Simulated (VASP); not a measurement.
# CaF2 (Fluorite) (Fm-3m) in VASP: notebook

Runs on CaF2 (Fluorite). Level: PBEsol. Tasks: phonons, dielectric tensor.

Program: VASP 6.6.1. These are calculated values, not measurements. Logs are shortened: lines on timing, memory, paths and dates and some standing lists are left out, and cuts for length are marked.

### 1 Starting point

The structure is cubic, space group Fm-3m (No. 225). The conventional cell has a = 5.425 Å, b = 5.425 Å, c = 5.425 Å, α = 90.00°, β = 90.00°, γ = 90.00°. Around Ca (site symmetry m-3m) lie 8 F at 2.35 Å. F (site symmetry -43m) has 4 Ca at 2.35 Å as nearest neighbours.

### 2 Phonons, PBEsol

The input, POSCAR:

```
CaF2
1.0
    0.0000000000      2.7123156406      2.7123156406
    2.7123156406      0.0000000000      2.7123156406
    2.7123156406      2.7123156406      0.0000000000
  Ca              F
     1     2
Direct
     0.0000000000000000    0.0000000000000000    0.0000000000000000
     0.2500000000000000    0.2500000000000000    0.2500000000000000
     0.7500000000000000    0.7500000000000000    0.7500000000000000
```

The input, INCAR.step1:

```
PREC     = Accurate       # precision mode
ENCUT    = 600            # plane-wave cutoff, eV
EDIFF    = 1E-8           # SCF threshold, eV
ISMEAR   = 0              # smearing method
SIGMA    = 0.03           # smearing width, eV
LREAL    = False          # projectors in reciprocal space
LASPH    = True           # aspherical terms in the spheres
NELM     = 80             # most SCF steps
ALGO     = Fast           # electronic algorithm
ISIF     = 3              # what is computed and relaxed
LWAVE    = False          # write WAVECAR
LCHARG   = False          # write CHGCAR
GGA      = PS             # functional
KPAR     = 2            
IBRION   = 2              # ionic algorithm
NSW      = 40             # ionic steps
EDIFFG   = -0.002         # ionic threshold
```

The input, INCAR.step2:

```
PREC     = Accurate       # precision mode
ENCUT    = 600            # plane-wave cutoff, eV
EDIFF    = 1E-8           # SCF threshold, eV
ISMEAR   = 0              # smearing method
SIGMA    = 0.03           # smearing width, eV
LREAL    = False          # projectors in reciprocal space
LASPH    = True           # aspherical terms in the spheres
NELM     = 80             # most SCF steps
ALGO     = Fast           # electronic algorithm
ISIF     = 2              # what is computed and relaxed
LWAVE    = False          # write WAVECAR
LCHARG   = False          # write CHGCAR
GGA      = PS             # functional
KPAR     = 2            
IBRION   = 6              # ionic algorithm
NFREE    = 2            
POTIM    = 0.015          # step
NSW      = 1              # ionic steps
```

The input, KPOINTS:

```
Automatic mesh
0
Gamma
  8 8 8
```

Potentials or basis: VASP PAW PBE potentials, release 64 (Ca_sv, F).

Run with:

```
> cat potpaw_PBE.64/Ca_sv/POTCAR potpaw_PBE.64/F/POTCAR > POTCAR
> cp INCAR.step1 INCAR
> mpirun -np 2 vasp_std > vasp.out
> cp CONTCAR POSCAR
> cp INCAR.step2 INCAR
> mpirun -np 2 vasp_std > vasp.out
```

OUTCAR:

```text
PREC = Accurate
   ENCUT = 600
   EDIFF = 1E-8
   ISMEAR = 0
   LREAL = False
   LASPH = True
   NELM = 80
   ISIF = 2
   GGA = PS
   IBRION = 6
   NFREE = 2
   POTIM = 0.015
   NSW = 1

 ion  position               nearest neighbor table
   1  0.000  0.000  0.000-   3 2.35   3 2.35   3 2.35   2 2.35   3 2.35   2 2.35   2 2.35   2 2.35

   2  0.250  0.250  0.250-   1 2.35   1 2.35   1 2.35   1 2.35
   3  0.750  0.750  0.750-   1 2.35   1 2.35   1 2.35   1 2.35

  LATTYP: Found a face centered cubic cell.
 ALAT       =     5.4251634968

  Lattice vectors:

 A1 = (   0.0000000000,   2.7125817484,   2.7125817484)
 A2 = (   2.7125817484,   0.0000000000,   2.7125817484)
 A3 = (   2.7125817484,   2.7125817484,   0.0000000000)

Analysis of symmetry for initial positions (statically):
=====================================================================
 Subroutine PRICEL returns:
 Original cell was already a primitive cell.

 Routine SETGRP: Setting up the symmetry group for a
 face centered cubic supercell.

 Subroutine GETGRP returns: Found 48 space group operations
 (whereof 48 operations were pure point group operations)
 out of a pool of 48 trial point group operations.

The static configuration has the point symmetry O_h .

Analysis of symmetry for dynamics (positions and initial velocities):
=====================================================================
 Subroutine PRICEL returns:
 Original cell was already a primitive cell.

 Routine SETGRP: Setting up the symmetry group for a
 face centered cubic supercell.

 Subroutine GETGRP returns: Found 48 space group operations
 (whereof 48 operations were pure point group operations)
 out of a pool of 48 trial point group operations.

The dynamic configuration has the point symmetry O_h .

 Subroutine INISYM returns: Found 48 space group operations
 (whereof 48 operations are pure point group operations),
 and found     1 'primitive' translations

----------------------------------------------------------------------------------------

                                     Primitive cell

  volume of cell :      39.9189

  direct lattice vectors                    reciprocal lattice vectors
     0.000000000  2.712581748  2.712581748    -0.184326242  0.184326242  0.184326242
     2.712581748  0.000000000  2.712581748     0.184326242 -0.184326242  0.184326242
     2.712581748  2.712581748  0.000000000     0.184326242  0.184326242 -0.184326242

  length of vectors
     3.836169898  3.836169898  3.836169898     0.319262416  0.319262416  0.319262416

  position of ions in fractional coordinates (direct lattice)
     0.000000000  0.000000000  0.000000000
     0.250000000  0.250000000  0.250000000
     0.750000000  0.750000000  0.750000000

  ion indices of the primitive-cell ions
   primitive index   ion index
                 1           1
                 2           2
                 3           3

----------------------------------------------------------------------------------------

 KPOINTS: Automatic mesh

Automatic generation of k-mesh.
 Grid dimensions read from file:
 generate k-points for:    8    8    8

 Generating k-lattice:

  Cartesian coordinates                     Fractional coordinates (reciprocal lattice)
    -0.023040780  0.023040780  0.023040780     0.125000000  0.000000000  0.000000000
     0.023040780 -0.023040780  0.023040780     0.000000000  0.125000000  0.000000000
[... 61 lines left out ...]
   NSW    =     73    number of steps for IOM
   IBRION =      6    ionic relax: 0-MD 1-quasi-New 2-CG
   NFREE  =      2    steps in history (QN), initial steepest desc. (CG)
   ISIF   =      2    stress and relaxation
   ISYM   =      2    0-nonsym 1-usesym 2-fastsym
   POTIM  = 0.0150    time-step for ionic-motion
   TEBEG  =    0.0;   TEEND  =   0.0 temperature during run
   PSTRESS=    0.0 pullay stress
   NELECT =      24.0000    total number of electrons
   NUPDOWN=      -1.0000    fix difference up-down
   EMIN   =  10.00;   EMAX   =-10.00  energy-range for DOS
   EFERMI =   0.00;   METHOD = LEGACY
   ISMEAR =     0;   SIGMA  =   0.03  broadening in eV -4-tet -1-fermi 0-gaus
   EFERMI_NEDOS =   21; number of points for ismear=-14 and -15
   IALGO  =     68    algorithm
   IMIX   =      4    mixing-type and parameters
     AMIX     =   0.40;   BMIX     =  1.00
     AMIX_MAG =   1.60;   BMIX_MAG =  1.00
  volume/ion in A,a.u.               =      13.31        89.80
  Fermi-wavevector in a.u.,A,eV,Ry     =   1.381717  2.611066 25.975449  1.909142
  Thomas-Fermi vector in A             =   2.506475
   LORBIT       =      0    0 simple, 1 ext, 2 COOP (PROOUT), +10 PAW based schemes
   GGA     = PS    functional components
   LHFCALC =     F    Hartree Fock is set to
   AEXX    =    0.0000 exact exchange contribution
   IVDW    =     0    specifies the selected vdW correction
   LEPSILON=     F    determine dielectric tensor
   LRPA    =     F    only Hartree local field effects (RPA)
 finite differences with symmetry
 non-spin polarized calculation
 RMM-DIIS sequential band-by-band and
 Gauss-broadening in eV      SIGMA  =   0.03
  energy-cutoff  :      600.00
  volume of cell :       39.92
 maximum number of plane-waves:      1363
   NGX = 15   NGY = 15   NGZ = 15

--------------------------------------- Ionic step        1  -------------------------------------------

 number of electron      23.9999987 magnetization

 Free energy of the ion-electron system (eV)
  ---------------------------------------------------
  ext. energy  EPLUGINS =         0.00000000
  ---------------------------------------------------
  free energy    TOTEN  =       -17.90472553 eV

  energy without entropy =      -17.90472553  energy(sigma->0) =      -17.90472553

------------------------ aborting loop because EDIFF is reached ----------------------------------------

  FORCE on cell =-STRESS in cart. coord.  units (eV):
  Direction    XX          YY          ZZ          XY          YZ          ZX
  --------------------------------------------------------------------------------------
  -------------------------------------------------------------------------------------
  Total       -0.0001962     -0.0001962     -0.0001962      0.0000000     -0.0000000      0.0000000
  in kB       -0.0078727     -0.0078727     -0.0078727      0.0000000     -0.0000000      0.0000000
  external PRESSURE =      -0.0078727 kB  Pullay stress =       0.0000000 kB
[... 135 lines left out ...]
--------------------------------------- Ionic step        5  -------------------------------------------

 number of electron      23.9999990 magnetization

 Free energy of the ion-electron system (eV)
  ---------------------------------------------------
  ext. energy  EPLUGINS =         0.00000000
  ---------------------------------------------------
  free energy    TOTEN  =       -17.90419563 eV

  energy without entropy =      -17.90419563  energy(sigma->0) =      -17.90419563

 E-fermi :  -0.8277     XC(G=0): -10.0026

 val. band max:       -0.9756293597   @ k =   0.0000   0.5000   0.5000
 cond. band min:       6.2340928840   @ k =   0.0000   0.0000   0.0000
 fundamental gap:      7.2097222437
 Fermi energy:        -0.8277388951

 k-point     1 :       0.0000    0.0000    0.0000
  band No.  band energies     occupation
      1     -36.6903      2.00000
      2     -20.8496      2.00000
      3     -20.0277      2.00000
      4     -17.7153      2.00000
      5     -17.7148      2.00000
      6     -17.7146      2.00000
[... 433 lines left out ...]
      3     -20.6670      2.00000
      4     -17.7910      2.00000
      5     -17.5494      2.00000
      6     -17.2745      2.00000
[... 8 lines left out ...]
     15       8.9523      0.00000
     16       9.4161      0.00000

 [... further k-points ...]

------------------------ aborting loop because EDIFF is reached ----------------------------------------

  FORCE on cell =-STRESS in cart. coord.  units (eV):
  Direction    XX          YY          ZZ          XY          YZ          ZX
  --------------------------------------------------------------------------------------
  -------------------------------------------------------------------------------------
  Total        0.0008347     -0.0006091     -0.0006091      0.0000000      0.0410527      0.0000000
  in kB        0.0335000     -0.0244468     -0.0244468      0.0000000      1.6476844      0.0000000
  external PRESSURE =      -0.0051312 kB  Pullay stress =       0.0000000 kB
[... 18 lines left out ...]
  FREE ENERGIE OF THE ION-ELECTRON SYSTEM (eV)
  ---------------------------------------------------
  free  energy   TOTEN  =       -17.9041956319 eV

  energy  without entropy=      -17.9041956319  energy(sigma->0) =      -17.90419563

 INTERNAL STRAIN TENSORS FROM DISPLACED ATOMS
 ============================================

 INTERNAL STRAIN TENSOR FOR ION    1 for displacements in x,y,z  (eV/Angst):
          X           Y           Z          XY          YZ          ZX
  --------------------------------------------------------------------------------
  x     0.00000     0.00000     0.00000     0.00000     0.00000     0.00000
  y     0.00000     0.00000     0.00000     0.00000     0.00000     0.00000
  z     0.00000     0.00000     0.00000     0.00000     0.00000     0.00000

 INTERNAL STRAIN TENSOR FOR ION    3 for displacements in x,y,z  (eV/Angst):
          X           Y           Z          XY          YZ          ZX
  --------------------------------------------------------------------------------
  x    -0.00000     0.00000     0.00000     0.00000     2.73111     0.00000
  y    -0.00000     0.00000    -0.00000     0.00000     0.00000     2.73111
  z     0.00000     0.00000     0.00000     2.73111     0.00000     0.00000

 Eigenvectors and eigenvalues of the dynamical matrix
 ----------------------------------------------------

   1 f  =    9.600009 THz    60.318638 2PiTHz  320.221843 cm-1    39.702431 meV
             X         Y         Z           dx          dy          dz
      0.000000  0.000000  0.000000    -0.000000   -0.000000    0.000000
      1.356291  1.356291  1.356291     0.702274    0.082534    0.000000
      4.068873  4.068873  4.068873    -0.702274   -0.082534   -0.000000
[... 43 lines left out ...]
   9 f/i=    0.008707 THz     0.054705 2PiTHz    0.290420 cm-1     0.036008 meV
             X         Y         Z           dx          dy          dz
      0.000000  0.000000  0.000000    -0.059152   -0.031556   -0.712530
      1.356291  1.356291  1.356291    -0.040819   -0.021776   -0.491694
      4.068873  4.068873  4.068873    -0.040819   -0.021776   -0.491694

 ELASTIC MODULI CONTR FROM IONIC RELAXATION (kBar)
 Direction    XX          YY          ZZ          XY          YZ          ZX
 --------------------------------------------------------------------------------
 XX          -0.0000      0.0000      0.0000     -0.0000      0.0000      0.0000
 YY           0.0000     -0.0000     -0.0000      0.0000     -0.0000     -0.0000
 ZZ           0.0000     -0.0000     -0.0000     -0.0000     -0.0000      0.0000
 XY          -0.0000      0.0000     -0.0000    -83.5775      0.0000      0.0000
 YZ           0.0000     -0.0000     -0.0000     -0.0000    -83.5775      0.0000
 ZX           0.0000     -0.0000      0.0000      0.0000      0.0000    -83.5775
 --------------------------------------------------------------------------------
```

It took 2.2 min on 2 MPI ranks of Intel Xeon Platinum 8559C (Emerald Rapids), shared host; peak memory 0.26 GiB.

Results:

```
Highest phonon frequency at Γ, LO-TO splitting left out : 320 cm⁻¹
```

Phonon frequencies in cm⁻¹ (negative: imaginary):
```
              q point                    frequencies
(0.000, 0.000, 0.000)  0 0 0 255 255 255 320 320 320
```

Caveat: the PAW data sets were made with another functional, which shifts forces and pressure a little.

### 3 Dielectric tensor, PBEsol

The input, INCAR:

```
PREC     = Accurate       # precision mode
ENCUT    = 600            # plane-wave cutoff, eV
EDIFF    = 1E-8           # SCF threshold, eV
ISMEAR   = 0              # smearing method
SIGMA    = 0.03           # smearing width, eV
LREAL    = False          # projectors in reciprocal space
LASPH    = True           # aspherical terms in the spheres
NELM     = 80             # most SCF steps
ALGO     = Fast           # electronic algorithm
ISIF     = 2              # what is computed and relaxed
LWAVE    = False          # write WAVECAR
LCHARG   = False          # write CHGCAR
GGA      = PS             # functional
LEPSILON = True           # dielectric tensor by DFPT
KPAR     = 2
```

The input, KPOINTS:

```
Automatic mesh
0
Monkhorst-Pack
  14 14 14
```

The input, POSCAR:

```
CaF2                                    
1.0
    0.0000000000      2.7125817484      2.7125817484
    2.7125817484      0.0000000000      2.7125817484
    2.7125817484      2.7125817484     -0.0000000000
  Ca              F             
     1     2
Direct
     1.0000000000000000    1.0000000000000000    0.0000000000000000
     0.2500000000000000    0.2500000000000000    0.2500000000000000
     0.7500000000000000    0.7500000000000000    0.7500000000000000
```

Potentials or basis: VASP PAW PBE potentials, release 64 (Ca_sv, F).

Run with:

```
> cat potpaw_PBE.64/Ca_sv/POTCAR potpaw_PBE.64/F/POTCAR > POTCAR
> mpirun -np 2 vasp_std > vasp.out
```

OUTCAR:

```text
PREC = Accurate
   ENCUT = 600
   EDIFF = 1E-8
   ISMEAR = 0
   LREAL = False
   LASPH = True
   NELM = 80
   ISIF = 2
   GGA = PS
   LEPSILON = True

 ion  position               nearest neighbor table
   1  0.000  0.000  0.000-   3 2.35   3 2.35   3 2.35   2 2.35   3 2.35   2 2.35   2 2.35   2 2.35

   2  0.250  0.250  0.250-   1 2.35   1 2.35   1 2.35   1 2.35
   3  0.750  0.750  0.750-   1 2.35   1 2.35   1 2.35   1 2.35

  LATTYP: Found a face centered cubic cell.
 ALAT       =     5.4251634968

  Lattice vectors:

 A1 = (   0.0000000000,   2.7125817484,   2.7125817484)
 A2 = (   2.7125817484,   0.0000000000,   2.7125817484)
 A3 = (   2.7125817484,   2.7125817484,   0.0000000000)

Analysis of symmetry for initial positions (statically):
=====================================================================
 Subroutine PRICEL returns:
 Original cell was already a primitive cell.

 Routine SETGRP: Setting up the symmetry group for a
 face centered cubic supercell.

[... 684 lines left out ...]
  ---------------------------------------------------
  free energy    TOTEN  =        -0.15708746 eV

  energy without entropy =       -0.15708746

------------------------ aborting loop because EDIFF is reached ----------------------------------------

 PIEZOELECTRIC TENSOR FIELD DIRECTION 3  (e Angst)
 -----------------------------------------------------------------------------
     0.00011  0.00000  0.00000           (  0.00000  0.00000  0.00000)
     0.00000  0.00011  0.00000           (  0.00000  0.00000  0.00000)
     0.00000 -0.00000 -0.00014           (  0.00000  0.00000 -0.00001)

 PIEZOELECTRIC TENSOR FIELD DIRECTION 3  (C/m^2)
 -----------------------------------------------------------------------------
     0.00004  0.00000  0.00000
     0.00000  0.00004  0.00000
     0.00000 -0.00000 -0.00006

 MACROSCOPIC STATIC DIELECTRIC TENSOR (including local field effects in DFT)
 ------------------------------------------------------
           2.313270     0.000000    -0.000000
          -0.000000     2.313270     0.000000
          -0.000000     0.000000     2.313270
 ------------------------------------------------------

 PIEZOELECTRIC TENSOR (including local field effects)  for field in x, y, z        (e  Angst)
          XX          YY          ZZ          XY          YZ          ZX
  --------------------------------------------------------------------------------
  x     0.00000     0.00000     0.00000     0.00000     0.00000     0.00000
  y     0.00000     0.00000     0.00000     0.00000     0.00000     0.00000
  z     0.00000     0.00000     0.00000     0.00000     0.00000     0.00000

 PIEZOELECTRIC TENSOR (including local field effects)  for field in x, y, z        (C/m^2)
          XX          YY          ZZ          XY          YZ          ZX
  --------------------------------------------------------------------------------
  x     0.00000     0.00000     0.00000     0.00000     0.00000     0.00000
  y     0.00000     0.00000     0.00000     0.00000     0.00000     0.00000
  z     0.00000     0.00000     0.00000     0.00000     0.00000     0.00000

 BORN EFFECTIVE CHARGES (including local field effects) (in |e|, cummulative output)
 ---------------------------------------------------------------------------------
 ion    1
    1     2.37104     0.00000     0.00000
    2     0.00000     2.37104     0.00000
    3     0.00000     0.00000     2.37104
 ion    2
    1    -1.18552     0.00000     0.00000
    2     0.00000    -1.18552     0.00000
    3     0.00000     0.00000    -1.18552
 ion    3
    1    -1.18552     0.00000     0.00000
    2     0.00000    -1.18552     0.00000
    3     0.00000     0.00000    -1.18552
```

stdout:

```text
POSCAR found type information on POSCAR CaF
[... 61 lines left out ...]
 num prob  num prob  num prob  num prob  num prob  num prob  num prob  num prob  num prob  num prob  num prob  num prob  num prob  num prob  num prob  num prob  num prob  num prob  num prob  num prob  num prob  num prob  num prob  num prob  num prob  num pro
```

Run time: 22 min. Hardware: 2 MPI ranks of Intel Xeon Platinum 8559C (Emerald Rapids), shared host; peak memory 1.3 GiB.

Results:

* Electronic dielectric tensor (diagonal): 2.31
* Born charges (mean of the diagonal): Ca +2.37; F -1.19 e

Electronic dielectric tensor:
```
2.31 0.00 0.00
0.00 2.31 0.00
0.00 0.00 2.31
```

Born effective charge tensors (e):
atom 1, Ca
```
2.37 0.00 0.00
0.00 2.37 0.00
0.00 0.00 2.37
```
atom 2, F
```
-1.19  0.00  0.00
 0.00 -1.19  0.00
 0.00  0.00 -1.19
```
atom 3, F
```
-1.19  0.00  0.00
 0.00 -1.19  0.00
 0.00  0.00 -1.19
```

Caveat: the PAW data sets were made with another functional, which shifts forces and pressure a little.
